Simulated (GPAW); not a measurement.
Runs of GPAW 26.7.0 on I. Symmetry: Cmce, No. 64, orthorhombic system. Conventional cell: a = 7.270 Å, b = 4.790 Å, c = 9.793 Å, α = 90.00°, β = 90.00°, γ = 90.00°. Around I (site symmetry m) lie 1 I at 2.68 Å. 

```csv
task,level,potentials or basis,cell,k mesh,optimizer,fmax,max steps,convergence,gap on the mesh (eV),pressure (GPa),relaxed volume (Å³/atom),largest force (eV/Å)
relaxation of cell and atoms,PBEsol+D3(BJ)+ATM,"PAW data sets generated in the run's folder for this functional, pw",relaxed,5 × 5 × 2,BFGS,0.02 eV/Å,60,density=1e-05 forces=0.0001,0.75,0.0,36.26,0.01
relaxation of cell and atoms,PBEsol+D3(BJ),"PAW data sets generated in the run's folder for this functional, pw",relaxed,5 × 5 × 2,BFGS,0.02 eV/Å,60,density=1e-05 forces=0.0001,0.75,0.0,(b),0.01
relaxation of cell and atoms,PBEsol+D4,"PAW data sets generated in the run's folder for this functional, pw",relaxed,5 × 5 × 2,BFGS,0.02 eV/Å,60,density=1e-05 forces=0.0001,0.75,0.0,37.02,0.01
relaxation of cell and atoms,PBEsol,"PAW data sets generated in the run's folder for this functional, pw",relaxed,5 × 5 × 2,BFGS,0.02 eV/Å,60,density=1e-05 forces=0.0001,0.81,0.0,40.02,-
relaxation of cell and atoms,PBEsol+D3,"PAW data sets generated in the run's folder for this functional, pw",relaxed,5 × 5 × 2,BFGS,0.02 eV/Å,60,density=1e-05 forces=0.0001,(a),0.0,37.56,0.02
```

Alike in all rows: no spin polarisation; cutoff (eV) 600; smearing fermi-dirac 0.05 eV.

Question: Estimate the missing entries.

Answer: (a) 0.87; (b) 35.95.

Caveats: later steps reuse the first step's grids; spin-orbit coupling is left out, which moves the levels of the heavy elements; an odd mesh through Γ misses points on the zone boundary, where band edges often lie; the volume moved by over 15 % at a fixed basis, so the end points are rough (some runs).

A k mesh can miss the band edges, and the runs leave out spin-orbit coupling on I.
